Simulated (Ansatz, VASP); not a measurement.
# One calculation of ZnS, two programs

Contents of INCAR:

```
PREC = Accurate ; ENCUT = 520
EDIFF = 1E-6 ; ISMEAR = 0
SIGMA = 0.01 ; LREAL = False
LASPH = True ; NELM = 80
ALGO = Normal ; ISIF = 2
LWAVE = False ; LCHARG = False
GGA = PE ; NBANDS = 16
```

Contents of KPOINTS:

```
regular mesh
0
Gamma
  6 6 6
```

File POSCAR:

```
ZnS
1.0
    0.0000000000      2.6940072895      2.6940072895
    2.6940072895      0.0000000000      2.6940072895
    2.6940072895      2.6940072895      0.0000000000
Zn S
1 1
Direct
    0.2500000000      0.2500000000      0.2500000000
    0.0000000000      0.0000000000      0.0000000000
```

Input for Ansatz:

```yaml
crystal:
  lattice:
    - [0.0, 2.6940072895, 2.6940072895]
    - [2.6940072895, 0.0, 2.6940072895]
    - [2.6940072895, 2.6940072895, 0.0]
  atoms:
    - { symbol: Zn, position: [0.25, 0.25, 0.25] }
    - { symbol: S, position: [0.0, 0.0, 0.0] }
kpoints:
  mp_grid: { grid: [6, 6, 6] }
hamiltonian:
  xc: pbe
scf:
  occupations: { method: fixed }
  n_extra_bands: 4
output:
  forces: true
  stress: true
  eigenvalues: true
```

Alike in both runs: task single point; functional PBE; k mesh 6 × 6 × 6; no spin polarisation.

|  | VASP | Ansatz |
| --- | --- | --- |
| version | VASP 6.6.1 | Ansatz 0.2.0 |
| potentials or method | VASP PAW PBE potentials, release 64 (Zn, S) | plane waves, PAW |
| plane-wave cutoff (eV) | 520 | 420 |
| occupations | gaussian, width 0.01 eV | fixed |
| valence electrons in the cell | 18 | 18 |

Ansatz gave:

| Item | Value |
| --- | --- |
| gap on the k mesh at the Fermi level (eV) | 2.15 |
| pressure (GPa) | 2.3 |

Which values does VASP return?

gap on the k mesh at the Fermi level (eV): 2.15; pressure (GPa): 2.5.
